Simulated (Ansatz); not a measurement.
## V: pressure against volume

V, Im-3m, a = 2.959 Å. Ansatz: PBEsol, PAW, 420 eV, Γ-centred 20×20×20 mesh on 1 atom, Gaussian smearing 0.10 eV; no spin polarisation. Symmetry fixes shape and atoms, so the cell is only scaled; pressure is positive in compression.

| V (Å³/atom) | P (GPa) |
| --- | --- |
| 12.175 | ? |
| 12.563 | 6.38 |
| 12.952 | 0.01 |
| 13.341 | -5.51 |
| 13.729 | -10.30 |

**Question.** Take V0 = 12.952 Å³/atom, count pressures from its P0 = 0.01 GPa, fit the third-order Birch–Murnaghan form to the other rows, and predict the missing pressure.

**Answer.** With the Eulerian strain f = ½[(V0/V)^(2/3) − 1] and y = (P − P0)/[3f(1 + 2f)^(5/2)], the form is the line y = B0 + 1.5 B0 (B0′ − 4) f. Rows (f, y): 0.01027, 196.5; -0.00977, 197.9; -0.01905, 198.8. Means f = -0.006183, y = 197.73; Σ(Δf)² = 0.0004491, ΣΔfΔy = -0.03461; the slope is their ratio. y = 197.3 − 77.07 f GPa, so B0 = 197.3 GPa and B0′ = 4 + 2 × (-77.07)/(3 × 197.3) = 3.74. At V = 12.175, f = 0.02105, y = 195.68 and P = 13.71 GPa. The run gave 13.69 GPa, so the fit is 0.02 GPa too high, a small miss on the scale of the series. The form still works here, 33 % of the fitted range beyond its end.